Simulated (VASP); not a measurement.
Write the native input for VASP 6.6.1 that does the following.

```yaml
Task: relaxation of cell and atoms
Functional: LDA
Potentials_or_basis: VASP PAW LDA potentials, release 64 (Al, O)
Cutoff: 600 eV
k_mesh: 10 × 10 × 4
Occupations: gaussian, width 0.02 eV
Spin: no spin polarisation
Ladder: gaps
Further_INCAR_settings: ALGO = Normal; EDIFF = 1e-06; IBRION = 2; EDIFFG = -0.02; NSW = 60; ISIF = 3
```

The structure of Al2O3 lies in POSCAR:

```
Al2O3
1.0
    2.8843249483      0.0000000000      0.0000000000
   -1.4421624742      2.4978986780      0.0000000000
    0.0000000000      0.0000000000      9.3367544600
Al O
2 3
Direct
    0.0000000000      0.0000000000      0.8500076700
    0.0000000000      0.0000000000      0.1499923300
    0.3333333333      0.6666666667      0.7776830800
    0.6666666667      0.3333333333      0.0000000000
    0.3333333333      0.6666666667      0.2223169200
```

Measurements of this composition are mostly on another form, of space group No. 167.

These files were run (other wordings do the same):

INCAR

```
SYSTEM = Al2O3
PREC     = Accurate       ! precision mode
ENCUT    = 600            ! plane-wave cutoff, eV
EDIFF    = 1E-6           ! SCF threshold, eV
ISMEAR   = 0              ! smearing method
SIGMA    = 0.02           ! smearing width, eV
LREAL    = .False.        ! projectors in reciprocal space
LASPH    = .True.         ! aspherical terms in the spheres
NELM     = 60             ! most SCF steps
ALGO     = Normal         ! electronic algorithm
ISIF     = 3              ! what is computed and relaxed
LWAVE    = .False.        ! write WAVECAR
LCHARG   = .False.        ! write CHGCAR
IBRION   = 2              ! ionic algorithm
NSW      = 60             ! ionic steps
EDIFFG   = -0.02          ! ionic threshold
KPAR     = 2
```

KPOINTS

```
Automatic mesh
0
Gamma
  10 10 4
  0 0 0
```

Potentials or basis: VASP PAW LDA potentials, release 64 (Al, O).

The run is started by

```console
$ cat potpaw_LDA.64/Al/POTCAR potpaw_LDA.64/O/POTCAR > POTCAR
$ mpirun -np 2 vasp_std > vasp.out
```

Results of the run:

```
Relaxed volume                         : 10.20 Å³/atom
Relaxed cell                           : a = 2.842 Å, b = 2.842 Å, c = 7.293 Å, α = 90.00°, β = 90.00°, γ = 120.00°
Space group after relaxing (to 0.05 Å) : P-6m2 (No. 187)
Energy gained by relaxing              : 21.8 meV/atom
Ionic steps                            : 40
Pressure after relaxing                : 0.0 GPa
Largest force after relaxing           : 0.007 eV/Å
Band gap on the k mesh                 : 4.75 eV, indirect (least direct gap 4.92 eV)
```

Caveat: the volume moved by over 15 % at a fixed basis, so the end points are rough.

It took 9.7 min on 2 MPI ranks on Intel(R) Xeon(R) Platinum 8488C (Sapphire Rapids), with other jobs on the host, peak memory 0.19 GiB a rank.
